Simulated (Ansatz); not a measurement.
# In2Si2O7 (C2/m): the host for defect calculations, part 3 of 3

Before any defect goes in: In2Si2O7 (C2/m) at rest, and how it screens a charge.

Ansatz 0.2.0; plane-wave PAW DFT, PBEsol; relaxation of the host's cell and atoms (the session's first sound run).

So far. Step 3 (Dielectric tensors of the host): The principal values of the electronic dielectric tensor are 3.35, 3.50 and 3.70. The principal values of the static dielectric tensor are 8.21, 8.85 and 11.48.

## Step 6: Defect free supercell relaxed from its symmetric sites

This cell, the one that will hold the defects, is built from the relaxed host. Its coarser k-points can move the atoms a little, so it is relaxed from the symmetric sites, as the reference for the test of stability.

This step: plane-wave PAW DFT, PBEsol; relaxation of the defect-free supercell from its symmetric sites (Ansatz 0.2.0).

Input file pristine.symmetric/input.yaml:

```yaml
crystal:
  lattice:
    - [-1.0404727708, 8.6492347704, 4.608446634]
    - [5.5926357278, 0.0, 4.6144771005]
    - [6.6331084986, 8.6492347704, 0.0060304665]
  atoms:
    - { symbol: In, position: [0.3462063595, 0.6537936405, 0.3462063595] }
    - { symbol: In, position: [0.3462063595, 0.6537936405, 0.8462063595] }
    - { symbol: In, position: [0.8462063595, 0.1537936405, 0.3462063595] }
    - { symbol: In, position: [0.8462063595, 0.1537936405, 0.8462063595] }
    - { symbol: In, position: [0.1537936405, 0.8462063595, 0.1537936405] }
    - { symbol: In, position: [0.1537936405, 0.8462063595, 0.6537936405] }
    - { symbol: In, position: [0.6537936405, 0.3462063595, 0.1537936405] }
    - { symbol: In, position: [0.6537936405, 0.3462063595, 0.6537936405] }
    - { symbol: Si, position: [0.0940406808, 0.3157150207, 0.4059593192] }
    - { symbol: Si, position: [0.0940406808, 0.3157150207, 0.9059593192] }
    - { symbol: Si, position: [0.5940406808, 0.8157150207, 0.4059593192] }
    - { symbol: Si, position: [0.5940406808, 0.8157150207, 0.9059593192] }
    - { symbol: Si, position: [0.4059593192, 0.1842849793, 0.0940406808] }
    - { symbol: Si, position: [0.4059593192, 0.1842849793, 0.5940406808] }
    - { symbol: Si, position: [0.9059593192, 0.6842849793, 0.0940406808] }
    - { symbol: Si, position: [0.9059593192, 0.6842849793, 0.5940406808] }
    - { symbol: O, position: [0.4301460336, 0.3512467389, 0.4130683064] }
    - { symbol: O, position: [0.4301460336, 0.3512467389, 0.9130683064] }
    - { symbol: O, position: [0.9301460336, 0.8512467389, 0.4130683064] }
    - { symbol: O, position: [0.9301460336, 0.8512467389, 0.9130683064] }
    - { symbol: O, position: [0.4130683064, 0.805538921, 0.4301460336] }
    - { symbol: O, position: [0.4130683064, 0.805538921, 0.9301460336] }
    - { symbol: O, position: [0.9130683064, 0.305538921, 0.4301460336] }
    - { symbol: O, position: [0.9130683064, 0.305538921, 0.9301460336] }
    - { symbol: O, position: [0.0698539664, 0.1487532611, 0.0869316936] }
    - { symbol: O, position: [0.0698539664, 0.1487532611, 0.5869316936] }
    - { symbol: O, position: [0.5698539664, 0.6487532611, 0.0869316936] }
    - { symbol: O, position: [0.5698539664, 0.6487532611, 0.5869316936] }
    - { symbol: O, position: [0.0869316936, 0.694461079, 0.0698539664] }
    - { symbol: O, position: [0.0869316936, 0.694461079, 0.5698539664] }
    - { symbol: O, position: [0.5869316936, 0.194461079, 0.0698539664] }
    - { symbol: O, position: [0.5869316936, 0.194461079, 0.5698539664] }
    - { symbol: O, position: [0.25, 0.25, 0.25] }
    - { symbol: O, position: [0.25, 0.25, 0.75] }
    - { symbol: O, position: [0.75, 0.75, 0.25] }
    - { symbol: O, position: [0.75, 0.75, 0.75] }
    - { symbol: O, position: [0.3373103511, 0.9451812357, 0.1626896489] }
    - { symbol: O, position: [0.3373103511, 0.9451812357, 0.6626896489] }
    - { symbol: O, position: [0.8373103511, 0.4451812357, 0.1626896489] }
    - { symbol: O, position: [0.8373103511, 0.4451812357, 0.6626896489] }
    - { symbol: O, position: [0.1626896489, 0.5548187643, 0.3373103511] }
    - { symbol: O, position: [0.1626896489, 0.5548187643, 0.8373103511] }
    - { symbol: O, position: [0.6626896489, 0.0548187643, 0.3373103511] }
    - { symbol: O, position: [0.6626896489, 0.0548187643, 0.8373103511] }
basis:
  ecutwfc: 420
  xc_grid: 2
hamiltonian:
  xc: pbesol
kpoints:
  mp_grid: { grid: [1, 1, 1], shift: [0.25, 0.25, 0.25] }
scf:
  occupations: { method: fermi_dirac, width: 0.01 }
  max_iter: 80
output:
  forces: true
relax:
  f_tol: 0.01
  max_steps: 60
  escape_saddle: false
checkpoint:
  write: "../pristine.symmetric.run"
  compress: false
  write_wavefunctions: false
  write_every: 100000
```

Launch:

```sh
$ ansatz run input.yaml --threads 8 --pin off --max-ram 13189MiB --backend cpu --events-out ev --progress --plain --runs-dir out
```

Numbers of over 12 decimals in the logs are rounded to 6 here.

Log:

```text
[...]
Crystal: 44 atoms, lattice volume = 528.894 Å³
Basis set: ecut = 420 eV, 10349 PW (Γ), exchange–correlation on 144×100×150 points (8 copies of the dense FFT grid, shifted against one another)
Bands: 196, of which v1, the nominal top of the filled ones, is band 152 counted from 1 (151 counted from 0)
Symmetry: 8 space group operations
k-points: 1
[...]
SCF iter   1: F=—  HF=-64909.181328 eV  |F-HF|=—  |Δ(HF+E_count)|=         —  Δρ=1.41e-2  dr2=8.11e-1  ethr=1.77e-3  ⟨swp⟩=5.0  Hψ=823  notcnv=0  defer=31
[...]
SCF iter   7: F=-64908.944416 eV  HF=-64908.944418 eV  |F-HF|=1.14e-6  |Δ(HF+E_count)|=   9.96e-6  Δρ=2.33e-5  dr2=2.23e-6  ethr=8.22e-10  ⟨swp⟩=4.0  Hψ=588  notcnv=0
SCF 1 converged in 7 iterations: F = -64908.944416 eV  dr2 = 2.23e-6
[...]
relax step   1: F+E_penalty+E_count = -64908.94441647 eV  Δ(F+E_penalty+E_count) = +0.000e0 eV  max|allowed force component| = 1.925e-2 eV/Å  Δτ_max = 0.0000 Å  (7 SCF iters, dr2 threshold 2.50e-6 eV, accepted)
[...]
SCF iter   5: F=-64908.944593 eV  HF=-64908.944593 eV  |F-HF|=1.14e-9  |Δ(HF+E_count)|=   3.38e-9  Δρ=2.92e-6  dr2=3.50e-8  ethr=3.29e-11  ⟨swp⟩=4.0  Hψ=570  notcnv=0
SCF 2 converged in 5 iterations: F = -64908.944593 eV  dr2 = 3.50e-8
relax step   2: F+E_penalty+E_count = -64908.94459268 eV  Δ(F+E_penalty+E_count) = -1.762e-4 eV  max|allowed force component| = 7.619e-3 eV/Å  Δτ_max = 0.0016 Å  (5 SCF iters, accepted)
SCF converged after 5 iterations
Free energy (F): -64908.944593 eV
[...]
Internal energy: -64908.944593 eV  (E = F + TS)
E sigma→0 (E₀):  -64908.944593 eV
Fermi energy:    7.971268 eV
[...]
--- Forces (eV/Å), atoms counted from 1 ---
  atom   1  In     0.00100018     0.00312200     0.00168311
  atom   2  In     0.00100018     0.00312200     0.00168311
  atom   3  In     0.00100018     0.00312200     0.00168311
  atom   4  In     0.00100018     0.00312200     0.00168311
  atom   5  In    -0.00100018    -0.00312200    -0.00168311
  atom   6  In    -0.00100018    -0.00312200    -0.00168311
  atom   7  In    -0.00100018    -0.00312200    -0.00168311
  atom   8  In    -0.00100018    -0.00312200    -0.00168311
  atom   9  Si     0.00505024     0.00489691    -0.00518950
  atom  10  Si     0.00505024     0.00489691    -0.00518950
  atom  11  Si     0.00505024     0.00489691    -0.00518950
  atom  12  Si     0.00505024     0.00489691    -0.00518950
  atom  13  Si    -0.00505024    -0.00489691     0.00518950
  atom  14  Si    -0.00505024    -0.00489691     0.00518950
  atom  15  Si    -0.00505024    -0.00489691     0.00518950
  atom  16  Si    -0.00505024    -0.00489691     0.00518950
  atom  17  O      0.00271487     0.00619463    -0.00761855
  atom  18  O      0.00271487     0.00619463    -0.00761855
  atom  19  O      0.00271487     0.00619463    -0.00761855
  atom  20  O      0.00271487     0.00619463    -0.00761855
  atom  21  O      0.00070500     0.00094972     0.00185861
  atom  22  O      0.00070500     0.00094972     0.00185861
  atom  23  O      0.00070500     0.00094972     0.00185861
  atom  24  O      0.00070500     0.00094972     0.00185861
  atom  25  O     -0.00271487    -0.00619463     0.00761855
  atom  26  O     -0.00271487    -0.00619463     0.00761855
  atom  27  O     -0.00271487    -0.00619463     0.00761855
  atom  28  O     -0.00271487    -0.00619463     0.00761855
  atom  29  O     -0.00070500    -0.00094972    -0.00185861
  atom  30  O     -0.00070500    -0.00094972    -0.00185861
  atom  31  O     -0.00070500    -0.00094972    -0.00185861
  atom  32  O     -0.00070500    -0.00094972    -0.00185861
  atom  33  O      0.00000000     0.00000000     0.00000000
  atom  34  O      0.00000000     0.00000000     0.00000000
  atom  35  O      0.00000000    -0.00000000     0.00000000
  atom  36  O      0.00000000    -0.00000000     0.00000000
  atom  37  O      0.00088197     0.00192655    -0.00097203
  atom  38  O      0.00088197     0.00192655    -0.00097203
  atom  39  O      0.00088197     0.00192655    -0.00097203
  atom  40  O      0.00088197     0.00192655    -0.00097203
  atom  41  O     -0.00088197    -0.00192655     0.00097203
  atom  42  O     -0.00088197    -0.00192655     0.00097203
  atom  43  O     -0.00088197    -0.00192655     0.00097203
  atom  44  O     -0.00088197    -0.00192655     0.00097203
  max |Σ_I F_I| component: 3.90e-18 eV/Å
--- Relaxed structure (2 steps of the walk, 2 accepted, 0 SCFs on fresh bases) ---
  F+E_penalty+E_count = -64908.94459268 eV   max|allowed force component| = 7.619e-3 eV/Å
  atoms:
    - { symbol: In, position: [0.346202, 0.653901, 0.346123] }
    - { symbol: In, position: [0.346202, 0.653901, 0.846123] }
    - { symbol: In, position: [0.846202, 0.153901, 0.346123] }
    - { symbol: In, position: [0.846202, 0.153901, 0.846123] }
    - { symbol: In, position: [0.153798, 0.846099, 0.153877] }
    - { symbol: In, position: [0.153798, 0.846099, 0.653877] }
    - { symbol: In, position: [0.653798, 0.346099, 0.153877] }
    - { symbol: In, position: [0.653798, 0.346099, 0.653877] }
    - { symbol: Si, position: [0.093976, 0.315521, 0.406075] }
    - { symbol: Si, position: [0.093976, 0.315521, 0.906075] }
    - { symbol: Si, position: [0.593976, 0.815521, 0.406075] }
    - { symbol: Si, position: [0.593976, 0.815521, 0.906075] }
    - { symbol: Si, position: [0.406024, 0.184479, 0.093925] }
    - { symbol: Si, position: [0.406024, 0.184479, 0.593925] }
    - { symbol: Si, position: [0.906024, 0.684479, 0.093925] }
    - { symbol: Si, position: [0.906024, 0.684479, 0.593925] }
    - { symbol: O, position: [0.430065, 0.351420, 0.413042] }
    - { symbol: O, position: [0.430065, 0.351420, 0.913042] }
    - { symbol: O, position: [0.930065, 0.851420, 0.413042] }
    - { symbol: O, position: [0.930065, 0.851420, 0.913042] }
    - { symbol: O, position: [0.412988, 0.805334, 0.430284] }
    - { symbol: O, position: [0.412988, 0.805334, 0.930284] }
    - { symbol: O, position: [0.912988, 0.305334, 0.430284] }
    - { symbol: O, position: [0.912988, 0.305334, 0.930284] }
    - { symbol: O, position: [0.069935, 0.148580, 0.086958] }
    - { symbol: O, position: [0.069935, 0.148580, 0.586958] }
    - { symbol: O, position: [0.569935, 0.648580, 0.086958] }
    - { symbol: O, position: [0.569935, 0.648580, 0.586958] }
    - { symbol: O, position: [0.087012, 0.694666, 0.069716] }
    - { symbol: O, position: [0.087012, 0.694666, 0.569716] }
    - { symbol: O, position: [0.587012, 0.194666, 0.069716] }
    - { symbol: O, position: [0.587012, 0.194666, 0.569716] }
    - { symbol: O, position: [0.250000, 0.250000, 0.25] }
    - { symbol: O, position: [0.250000, 0.250000, 0.75] }
    - { symbol: O, position: [0.750000, 0.750000, 0.250000] }
    - { symbol: O, position: [0.750000, 0.750000, 0.750000] }
    - { symbol: O, position: [0.337456, 0.945385, 0.162511] }
    - { symbol: O, position: [0.337456, 0.945385, 0.662511] }
    - { symbol: O, position: [0.837456, 0.445385, 0.162511] }
    - { symbol: O, position: [0.837456, 0.445385, 0.662511] }
    - { symbol: O, position: [0.162544, 0.554615, 0.337489] }
    - { symbol: O, position: [0.162544, 0.554615, 0.837489] }
    - { symbol: O, position: [0.662544, 0.054615, 0.337489] }
    - { symbol: O, position: [0.662544, 0.054615, 0.837489] }
```

It took 4.6 s on 8 threads of Arm Neoverse N1, shared host; peak memory 0.98 GiB.

Hardly anything moved in the relaxation; the energy changed by under 0.2 meV an atom.

## Step 7: Defect free supercell relaxed from displaced atoms

This step: plane-wave PAW DFT, PBEsol; relaxation of the defect-free supercell from random displacements, a test of the host's stability (Ansatz 0.2.0).

pristine.rattled/input.yaml, as its differences from pristine.symmetric/input.yaml of step 6:

```diff
@@ -64,6 +64,6 @@
   f_tol: 0.01
-  max_steps: 60
-  escape_saddle: false
+  max_steps: 120
+  random_displacement: { amplitude: 0.08, seed: 7538 }
 checkpoint:
-  write: "../pristine.symmetric.run"
+  write: "../pristine.rattled.run"
   compress: false
```

Log:

```text
[...]
Crystal: 44 atoms, lattice volume = 528.894 Å³
Basis set: ecut = 420 eV, 10349 PW (Γ), exchange–correlation on 144×100×150 points (8 copies of the dense FFT grid, shifted against one another)
Bands: 196, of which v1, the nominal top of the filled ones, is band 152 counted from 1 (151 counted from 0)
Symmetry: 1 space group operations
k-points: 1
[...]
SCF iter   1: F=—  HF=-64905.435098 eV  |F-HF|=—  |Δ(HF+E_count)|=         —  Δρ=1.40e-2  dr2=8.02e-1  ethr=1.77e-3  ⟨swp⟩=6.0  Hψ=852  notcnv=0  defer=9
[...]
SCF iter   8: F=-64905.198502 eV  HF=-64905.198502 eV  |F-HF|=1.51e-7  |Δ(HF+E_count)|=   6.99e-7  Δρ=5.80e-6  dr2=1.73e-7  ethr=8.22e-10  ⟨swp⟩=4.0  Hψ=588  notcnv=0
SCF 1 converged in 8 iterations: F = -64905.198502 eV  dr2 = 1.73e-7
[...]
relax step   1: F+E_penalty+E_count = -64905.19850227 eV  Δ(F+E_penalty+E_count) = +0.000e0 eV  max|allowed force component| = 8.941e0 eV/Å  Δτ_max = 0.0000 Å  (8 SCF iters, dr2 threshold 2.50e-6 eV, accepted)
[...]
relax step   2: F+E_penalty+E_count = -64907.67322115 eV  Δ(F+E_penalty+E_count) = -2.475e0 eV  max|allowed force component| = 4.628e0 eV/Å  Δτ_max = 0.0900 Å  (7 SCF iters, dr2 threshold 1.00e-4 eV, accepted)
relax step   3: F+E_penalty+E_count = -64908.93819706 eV  Δ(F+E_penalty+E_count) = -1.265e0 eV  max|allowed force component| = 8.705e-2 eV/Å  Δτ_max = 0.0907 Å  (7 SCF iters, dr2 threshold 1.00e-4 eV, accepted)
relax step   4: F+E_penalty+E_count = -64908.94453555 eV  Δ(F+E_penalty+E_count) = -6.338e-3 eV  max|allowed force component| = 9.017e-3 eV/Å  Δτ_max = 0.0331 Å  (7 SCF iters, dr2 threshold 4.74e-7 eV, accepted)
[...]
SCF iter   2: F=-64908.944536 eV  HF=-64908.944536 eV  |F-HF|=1.71e-8  |Δ(HF+E_count)|=   8.52e-5  Δρ=1.58e-6  dr2=1.63e-8  ethr=1.33e-11  ⟨swp⟩=4.0  Hψ=560  notcnv=0
SCF 5 converged in 2 iterations: F = -64908.944536 eV  dr2 = 1.63e-8
relax step   5: F+E_penalty+E_count = -64908.94453555 eV  Δ(F+E_penalty+E_count) = -6.599e-9 eV  max|allowed force component| = 9.023e-3 eV/Å  Δτ_max = 0.0000 Å  (2 SCF iters, accepted)
SCF converged after 2 iterations
Free energy (F): -64908.944536 eV
[...]
Internal energy: -64908.944536 eV  (E = F + TS)
E sigma→0 (E₀):  -64908.944536 eV
Fermi energy:    7.971593 eV
[...]
--- Forces (eV/Å), atoms counted from 1 ---
  atom   1  In     0.00144898    -0.00347656     0.00005455
  atom   2  In    -0.00045870    -0.00413908     0.00161776
  atom   3  In    -0.00058208    -0.00442711     0.00041706
  atom   4  In     0.00002129    -0.00453178     0.00024113
  atom   5  In     0.00098462     0.00430621    -0.00110520
  atom   6  In    -0.00012554     0.00374778    -0.00096004
  atom   7  In    -0.00163911     0.00309727    -0.00099640
  atom   8  In    -0.00020014     0.00326015    -0.00102361
  atom   9  Si     0.00057731     0.00588312     0.00053666
  atom  10  Si     0.00024865     0.00605323     0.00080340
  atom  11  Si     0.00016701     0.00637903     0.00024951
  atom  12  Si     0.00008163     0.00701538    -0.00006267
  atom  13  Si     0.00038555    -0.00656774    -0.00020633
  atom  14  Si    -0.00035943    -0.00726520     0.00036543
  atom  15  Si    -0.00085979    -0.00550915    -0.00148230
  atom  16  Si    -0.00019995    -0.00787547    -0.00018214
  atom  17  O      0.00661301     0.00431748    -0.00639828
  atom  18  O      0.00902292     0.00462172    -0.00698759
  atom  19  O      0.00573452     0.00375314    -0.00613649
  atom  20  O      0.00620027     0.00400401    -0.00534945
  atom  21  O      0.00350967     0.00405668    -0.00225443
  atom  22  O      0.00292557     0.00343484    -0.00196634
  atom  23  O      0.00327856     0.00241674    -0.00061160
  atom  24  O      0.00238580     0.00388301    -0.00209252
  atom  25  O     -0.00610171    -0.00406997     0.00621907
  atom  26  O     -0.00496590    -0.00485804     0.00537302
  atom  27  O     -0.00752304    -0.00474437     0.00680334
  atom  28  O     -0.00674819    -0.00485360     0.00722379
  atom  29  O     -0.00302067    -0.00340419     0.00257780
  atom  30  O     -0.00391467    -0.00252731     0.00063113
  atom  31  O     -0.00312845    -0.00414292     0.00173151
  atom  32  O     -0.00380196    -0.00304034     0.00182813
  atom  33  O      0.00004128     0.00354714    -0.00250063
  atom  34  O     -0.00062251     0.00107530     0.00088842
  atom  35  O     -0.00087017     0.00151903     0.00000548
  atom  36  O      0.00026381     0.00118641     0.00257806
  atom  37  O      0.00248605    -0.00037827    -0.00012417
  atom  38  O      0.00105822    -0.00184338    -0.00023876
  atom  39  O      0.00111903    -0.00038034    -0.00041261
  atom  40  O      0.00402957    -0.00012825    -0.00046790
  atom  41  O     -0.00058794     0.00051255     0.00038226
  atom  42  O     -0.00264981    -0.00036034    -0.00028939
  atom  43  O     -0.00261473     0.00078104     0.00060935
  atom  44  O     -0.00161725    -0.00034725     0.00069359
  max |Σ_I F_I| component: 1.94e-5 eV/Å
--- Relaxed structure (5 steps of the walk, 5 accepted, 0 SCFs on fresh bases) ---
  F+E_penalty+E_count = -64908.94453555 eV   max|allowed force component| = 9.023e-3 eV/Å
  atoms:
    - { symbol: In, position: [0.344989, 0.653592, 0.346576] }
    - { symbol: In, position: [0.345004, 0.653513, 0.846618] }
    - { symbol: In, position: [0.844969, 0.153589, 0.346597] }
    - { symbol: In, position: [0.845057, 0.153584, 0.846536] }
    - { symbol: In, position: [0.152571, 0.845944, 0.154213] }
    - { symbol: In, position: [0.152632, 0.845914, 0.654207] }
    - { symbol: In, position: [0.652548, 0.345950, 0.154242] }
    - { symbol: In, position: [0.652645, 0.345922, 0.654170] }
    - { symbol: Si, position: [0.092780, 0.315378, 0.406369] }
    - { symbol: Si, position: [0.092687, 0.315340, 0.906478] }
    - { symbol: Si, position: [0.592716, 0.815380, 0.406442] }
    - { symbol: Si, position: [0.592702, 0.815287, 0.906481] }
    - { symbol: Si, position: [0.404896, 0.184214, 0.094246] }
    - { symbol: Si, position: [0.404812, 0.184152, 0.594378] }
    - { symbol: Si, position: [0.904835, 0.684222, 0.094321] }
    - { symbol: Si, position: [0.904831, 0.684121, 0.594363] }
    - { symbol: O, position: [0.428900, 0.351107, 0.413463] }
    - { symbol: O, position: [0.429068, 0.351071, 0.913265] }
    - { symbol: O, position: [0.928897, 0.851119, 0.413472] }
    - { symbol: O, position: [0.928967, 0.851128, 0.913374] }
    - { symbol: O, position: [0.411787, 0.805324, 0.430524] }
    - { symbol: O, position: [0.411761, 0.805291, 0.930569] }
    - { symbol: O, position: [0.911795, 0.305200, 0.430575] }
    - { symbol: O, position: [0.911757, 0.305339, 0.930553] }
    - { symbol: O, position: [0.068602, 0.148381, 0.087384] }
    - { symbol: O, position: [0.068819, 0.148387, 0.587199] }
    - { symbol: O, position: [0.568606, 0.648398, 0.087410] }
    - { symbol: O, position: [0.568666, 0.648379, 0.587317] }
    - { symbol: O, position: [0.085733, 0.694226, 0.070289] }
    - { symbol: O, position: [0.085746, 0.694319, 0.570250] }
    - { symbol: O, position: [0.585776, 0.194264, 0.070232] }
    - { symbol: O, position: [0.585730, 0.194266, 0.570285] }
    - { symbol: O, position: [0.248793, 0.250153, 0.250049] }
    - { symbol: O, position: [0.248666, 0.249723, 0.750420] }
    - { symbol: O, position: [0.748760, 0.749970, 0.250265] }
    - { symbol: O, position: [0.748570, 0.749394, 0.750560] }
    - { symbol: O, position: [0.336248, 0.945119, 0.162923] }
    - { symbol: O, position: [0.336251, 0.945034, 0.662998] }
    - { symbol: O, position: [0.836192, 0.445129, 0.162978] }
    - { symbol: O, position: [0.836409, 0.445007, 0.662805] }
    - { symbol: O, position: [0.161359, 0.554455, 0.337822] }
    - { symbol: O, position: [0.161341, 0.554395, 0.837890] }
    - { symbol: O, position: [0.661276, 0.054460, 0.337906] }
    - { symbol: O, position: [0.661457, 0.054335, 0.837781] }
```

Wall time 20 s (8 threads); peak memory 1 GiB; 2.3 min of CPU time.

The steps of the relaxation:

| step | energy less that of the first step (eV) | largest force component (eV/Å) |
| --- | --- | --- |
| 1 | 0.0000 | 8.9414 |
| 2 | -2.4747 | 4.6278 |
| 3 | -3.7397 | 0.0870 |
| 4 | -3.7460 | 0.0090 |
| 5 | -3.7460 | 0.0090 |

The relaxation ends 85 meV an atom lower than the displaced start, with a largest force component of 0.0090 eV/Å.

## Step 8: Outcome

```
primitive cell vectors, lengths                                      : 5.450, 5.450, 4.724 Å
electronic dielectric constant                                       : principal values (3.35, 3.50, 3.70)
static dielectric constant                                           : principal values (8.21, 8.85, 11.48)
gap on the k-mesh of the response run (PBEsol)                       : 2.87 eV
supercell relaxed in its symmetry less the displaced and relaxed one : 0.000 eV
energy an atom at one point at (¼, ¼, ¼) less that on the dense mesh : 0.002 eV
```

**Reading.** Step 7: The energy fell by 3.746 eV from the randomly displaced start; the atoms end within 0.005 Å of the sites as typed, once the mean shift is taken out. The displaced cell ends within 0.01 eV of the symmetric one relaxed in its symmetry, so no lower structure shows in this supercell. The k-mesh can miss the band edges, so this gap is an upper bound at this level. All at zero temperature.

[Logs are printed without paths, hosts, clocks, repeated set-up lines and the standing remarks that a program may print on its own settings, such as how far it seeks lower states.]

[Hosts, paths, dates, database ids (printed as entryN), source tags and the programs' standing remarks are cut or masked in the printed files.]

[Runs of the host that timed out are not shown.]

[For some hosts the program warned that the k-mesh of the response run may be too coarse for force constants and the static dielectric constant; such warnings are not always shown.]
